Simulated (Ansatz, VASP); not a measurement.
## Two plane-wave programs on SiC

```
CELL_PARAMETERS angstrom
0.00000 2.10878 2.17400
2.10878 0.00000 2.17400
2.10878 2.10878 0.00000
ATOMIC_POSITIONS crystal
Si 0.00000 0.00000 0.00000
C 0.75000 0.75000 0.75000
```

Change from the starting cell: x and y stretched by -3 %, z held, PAW files.

Alike in both runs: task electric field gradients; functional PBE; k mesh 16 × 16 × 16; occupations fermi-dirac, width 0.05 eV; no spin polarisation.

```csv
,VASP,Ansatz
version,VASP 6.6.1,Ansatz 0.2.0
potentials or method,"VASP PAW PBE potentials, release 64 (Si, C)","PAW with Ansatz's default frozen-core files, scalar-relativistic"
plane-wave cutoff (eV),520,420
valence electrons in the cell,8,8
```

|  | VASP | Ansatz | Ansatz less VASP |
| --- | --- | --- | --- |
| pressure (GPa) | 20.5 | 20.6 | +0.10 |
| largest component of the traceless stress (GPa) | 5.62 | 5.60 | -0.017 |
| Vzz of the field gradient on the site that differs most (V/Å²) | -3.6 | -3.9 | -0.30 |

With one functional, cell and mesh, what is left measures potentials, basis and numerics.

Caveats: so large a pressure means that the cell lies far from this level's equilibrium, or that cutoff or potentials fall short (VASP). A k mesh can miss the band edges.
